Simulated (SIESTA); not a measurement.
**CoO in SIESTA: convergence with Tolerance**

Input of the first run (Tolerance 0.1); the others differ in this setting and in those tied to it:

The input CoO.fdf:

```
SystemName                      CoO
SystemLabel                     CoO
NumberOfSpecies                 2
NumberOfAtoms                   2
%block ChemicalSpeciesLabel
  1  27 Co
  2   8 O
%endblock ChemicalSpeciesLabel

LatticeConstant                 1.0 Ang
%block LatticeVectors
     1.5054695445     0.8691832468     2.4399269062
    -1.5054695445     0.8691832468     2.4399269062
     0.0000000000    -1.7383664936     2.4399269062
%endblock LatticeVectors
AtomicCoordinatesFormat         Fractional
%block AtomicCoordinatesAndAtomicSpecies
    -0.0031710000     0.0001870000     0.0063720000  1  Co
     0.4702160000     0.5156830000     0.5098730000  2  O
%endblock AtomicCoordinatesAndAtomicSpecies

%block kgrid.MonkhorstPack
    6   0   0  0.0
    0   6   0  0.0
    0   0   6  0.0
%endblock kgrid.MonkhorstPack
XC.Functional                   GGA
XC.Authors                      PBE
PAO.BasisSize                   DZP
PAO.EnergyShift                 0.003 Ry
Mesh.Cutoff                     800 Ry
Spin                            polarized
%block DM.InitSpin
    1   2.000
    2   0.000
%endblock DM.InitSpin
OccupationFunction              FD
ElectronicTemperature           0.05 eV
MaxSCFIterations                200
SCF.MustConverge                false
SCF.Mixer.Method                Pulay
SCF.Mixer.Weight                0.1
SCF.Mixer.History               10
SCF.DM.Tolerance                1.0e-01
SCF.H.Tolerance                 1.0e+00 eV
WriteForces                     true
Charge.Mulliken                 end
%block PAO.Basis
  Co 5
  n=3 0 2
    2.527 0.000
  n=4 0 2
    7.356 0.000
  n=3 1 2
    2.822 0.000
  n=4 1 1
    7.356
  n=3 2 2
    4.649 0.000
%endblock PAO.Basis
```

Potentials or basis: PseudoDojo 0.4 standard (PBE files), DZP (energy shift 0.003 Ry; two zetas on semicore shells).

The run is started by

```bash
$ siesta CoO.fdf > CoO.out 2>&1
```

The cell isn't the ideal one: atoms moved at random, drawn with an rms of 0.05 Å.

The cell is a database's computed one.

Hardware: 1 thread of Intel(R) Xeon(R) 6975P-C (Granite Rapids) (shared host).

```
Tolerance  energy less the tightest run, at zero smearing (meV/atom)  pressure (GPa)  largest force (eV/Å)  largest site moment (μB)  SCF cycles  CPU time (s)  peak memory (GiB)
      0.1                                                       1.55            0.37                 0.132                      2.55           6            25               0.27
     0.01                                                       0.17            1.19                 0.130                      2.58          10            33               0.28
    0.001                                                       0.01            1.09                 0.126                      2.58          14            41               0.28
   0.0001                                                       0.00            1.11                 0.126                      2.58          19            52               0.28
    1e-05                                                       0.00            1.11                 0.126                      2.58          20            54               0.28
    1e-06                                                       0.00            1.11                 0.126                      2.58          23            59               0.28
```

Against the tightest run, the energy stays within 1 meV/atom from 0.01 on; the pressure stays within 0.1 GPa from 0.01 on; the largest force stays within 0.005 eV/Å from 0.01 on; the largest site moment stays within 0.02 μB from 0.01 on. The tightest run that finished is the yardstick and may itself not be fully converged.

Caveat, for the tightest run too: the k mesh is coarse (spacing up to 0.43 Å⁻¹), so the values aren't converged; short orbitals over semicore shells can move pressures by several GPa; the basis of atomic orbitals isn't converged, which shifts pressures, moduli and gaps; a cell with one magnetic atom can't hold antiferromagnetic order, which such compounds often take.
